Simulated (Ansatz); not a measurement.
HfN: pressure against volume scale

Results calculated with Ansatz 0.2.0, not measured. Periodic Kohn-Sham DFT of a crystal at fixed atoms, scaled to volume_scale times the given cell; pressure positive in compression, energy less spherical unpolarised free atoms, largest_vzz the field gradient of largest size among the nuclei.

The cell before it is scaled or strained (space group Fm-3m, No. 225):
```
cell vectors (Å)
   0.0000     2.2559     2.2559
   2.2559     0.0000     2.2559
   2.2559     2.2559     0.0000
atoms (fractions of the cell vectors)
Hf  0.00000  0.00000  0.00000
N   0.50000  0.50000  0.50000
```

Settings of every row: method frozen-core PAW; functional PBE; relativity scalar; k mesh 16x16x16; filling fermi-dirac; smearing width 0.05 eV; wave cutoff 420 eV; paw set soft_2.

Atom start moment: 0 on all atoms.

Limits: no spin-orbit coupling on heavy atoms.

```csv
row,volume scale,V (Å³/atom),pressure (GPa)
1,0.9405,10.797,26.914
2,0.98,11.251,12.758
3,1,11.48,6.623
4,1.02,11.71,?
5,1.06,12.169,-8.409
```

Question: what pressure should row 4 give?

Worked fit of pressure. Take u = (V_r/V)^(2/3) − 1 with V_r = 11.366 Å³ an atom, which is twice the finite (Eulerian) strain; such expansions in the strain, on which the Birch-Murnaghan equation of state is built, carry the rest volume and the bulk modulus. The shown rows have u = 0.03483, 0.0068, -0.00663, -0.04449. Least squares give pressure = 9.5992 + 456.572 × u + 1164.35 × u² GPa; a straight line predicts inner rows, each left out in turn, worse (root mean square 1.2 against 0.00061 GPa). All shown rows lie on it to the printed digit. The pressure vanishes at u = -0.0223, or V = 11.76 Å³ an atom, and there the bulk modulus at fixed shape and fractions is B = −V dP/dV = (2/3)(1 + u) dP/du = 264 GPa. The withheld row has u = -0.01968, so the fit gives 9.5992 + 456.572 × (-0.01968) + 1164.35 × (-0.01968)² = 1.065 GPa.

The calculation gave 1.092 GPa. The fit lies 0.027 GPa (2.5 % of the value, 0.076 % of the column's range) below it; its largest miss of a shown row is 0.000 GPa.
